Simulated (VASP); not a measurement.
Runs of VASP 6.6.1 on GaN. It takes space group P6_3mc (No. 186, hexagonal). Conventional cell: a = 3.180 Å, b = 3.180 Å, c = 5.166 Å, α = 90.00°, β = 90.00°, γ = 120.00°. Around Ga (site symmetry 3m) lie 4 N at 1.94 to 1.95 Å. N (site symmetry 3m) has 4 Ga at 1.94 to 1.95 Å as nearest neighbours. 

```tsv
task	level	potentials or basis	spin	cell	k mesh	cutoff (eV)	smearing	mesh quality	gap on the mesh (eV)	pressure (GPa)	relaxed volume (Å³/atom)	largest force (eV/Å)
band structure	TPSS	VASP PAW PBE potentials, release 64 (Ga_d, N)	off	as given	10 × 10 × 5	520	fermi-dirac 0.05 eV	not flagged	1.91	5.1	-	0.15
relaxation of cell and atoms	PBE+D3(BJ)	VASP PAW PBE potentials, release 64 (Ga_d, N)	off	relaxed	10 × 10 × 5	600	fermi-dirac 0.05 eV	not flagged	(a)	0.0	11.52	0.01
band structure	SCAN	VASP PAW PBE potentials, release 64 (Ga_d, N)	off	as given	10 × 10 × 5	520	fermi-dirac 0.05 eV	not flagged	2.27	(b)	-	0.12
relaxation of cell and atoms	MS2	VASP PAW PBE potentials, release 64 (Ga_d, N)	off	relaxed	10 × 10 × 5	600	fermi-dirac 0.05 eV	not flagged	2.06	0.1	11.18	0.02
relaxation of cell and atoms	revPBE	VASP PAW PBE potentials, release 64 (Ga_d, N)	off	relaxed	10 × 10 × 5	600	fermi-dirac 0.05 eV	not flagged	(c)	0.1	11.95	-
band structure	r2SCAN	VASP PAW PBE potentials, release 64 (Ga_d, N)	off	as given	10 × 10 × 5	520	fermi-dirac 0.05 eV	not flagged	2.38	(d)	-	0.14
relaxation of cell and atoms	PBEsol+D3(BJ)	VASP PAW PBE potentials, release 64 (Ga_d, N)	off	relaxed	10 × 10 × 5	600	fermi-dirac 0.05 eV	not flagged	2.02	0.1	11.16	0.01
single point	PBE	VASP PAW PBE potentials, release 64 (Ga_d_GW, N_GW)	off	as given	5 × 5 × 3	450	gaussian 0.02 eV	coarse	1.97	-	-	0.13
Born charges and dielectric tensor	PBE	VASP PAW PBE potentials, release 64 (Ga_d, N)	off	as given	10 × 10 × 5	520	fermi-dirac 0.05 eV	not flagged	1.97	-	-	-
band structure	LAK	VASP PAW PBE potentials, release 64 (Ga_d, N)	off	as given	10 × 10 × 5	520	fermi-dirac 0.05 eV	not flagged	2.79	8.3	-	0.19
```

Task: Fill in the values left out.

Result: (a) 1.85; (b) 1.4; (c) 1.65; (d) 2.2.

Caveats: some runs use coarse meshes; the PAW data sets were made with another functional, which shifts forces and pressure a little (some runs); an odd mesh through Γ misses points on the zone boundary, where band edges often lie (some runs); the cutoff is under 1.25 times the usual one of these potentials, so pressure, stress and relaxed cells hold a basis-set (Pulay) error (some runs).

A k mesh can miss the band edges, and the runs leave out spin-orbit coupling on Ga.

Not every run made on this cell is shown here.
